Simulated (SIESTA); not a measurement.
A run of SIESTA 5.4.2:

Contents of run.py:

```python
from ase import Atoms
from ase.calculators.siesta import Siesta
from ase.units import Ry, GPa

atoms = Atoms(
    ['Pb'],
    cell=[
        [0.0, 2.47502, 2.47502],
        [2.47502, 0.0, 2.47502],
        [2.47502, 2.47502, 0.0],
    ],
    scaled_positions=[
        [0.0, 0.0, 0.0],
    ],
    pbc=True,
)

fdf = {
    'SCFMustConverge': False,
    'OccupationFunction': 'FD',
    'ElectronicTemperature': '0.05 eV',
    'MaxSCFIterations': '120',
    'SCF.Mixer.Method': 'Pulay',
    'SCF.Mixer.Weight': '0.25',
    'SCF.Mixer.History': '8',
    'SCF.DM.Tolerance': '5.0e-05',
    'SCF.H.Tolerance': '1.0e-03 eV',
    'WriteForces': 'true',
    'Charge.Mulliken': 'end',
    'BandLinesScale': 'ReciprocalLatticeVectors',
    'BandLines': ['  1    0.000000   0.000000   0.000000  \\Gamma', ' 12    0.500000   0.000000   0.500000  X', '  6    0.500000   0.250000   0.750000  W', '  4    0.375000   0.375000   0.750000  K', ' 13    0.000000   0.000000   0.000000  \\Gamma', ' 11    0.500000   0.500000   0.500000  L', '  8    0.625000   0.250000   0.625000  U', '  4    0.500000   0.250000   0.750000  W', '  9    0.500000   0.500000   0.500000  L', '  8    0.375000   0.375000   0.750000  K', '  1    0.625000   0.250000   0.625000  U', '  4    0.500000   0.000000   0.500000  X'],
    'PAO.Basis': ['Pb.1 4', 'n=6 0 2', '  6.167 0.000', 'n=6 1 2', '  9.041 0.000', 'n=5 2 2', '  4.147 0.000', 'n=6 2 1', '  9.041'],
}
calc = Siesta(
    label="Pb",
    command="siesta < PREFIX.fdf > PREFIX.out",
    pseudo_path="pseudos",
    pseudo_qualifier="",
    xc=('GGA', 'RPBE'),
    basis_set="DZP",
    mesh_cutoff=500 * Ry,
    energy_shift=0.003 * Ry,
    kpts=[9, 9, 9],
    spin="non-polarized",
    fdf_arguments=fdf,
)
atoms.calc = calc

print(f"energy = {atoms.get_potential_energy():.6f} eV")
free = atoms.get_potential_energy(force_consistent=True)
print(f"free energy = {free:.6f} eV")
print("forces (eV/A):")
print(atoms.get_forces(apply_constraint=False).round(6))
print("stress (GPa, Voigt order, tension positive):", (atoms.get_stress() / GPa).round(4))
```

Potentials or basis: PseudoDojo 0.4 standard (PBE files), DZP (energy shift 0.003 Ry; two zetas on semicore shells).

Command:

```console
$ python run.py
```

Hardware: 1 thread of Arm Neoverse V2 (shared host).

Task: How long does it take, and how much memory?

Result: It took 20 s on 1 thread of Arm Neoverse V2 (shared host), peak memory 0.2 GiB. Counts: scf iterations 7, k points 365, bands 23.
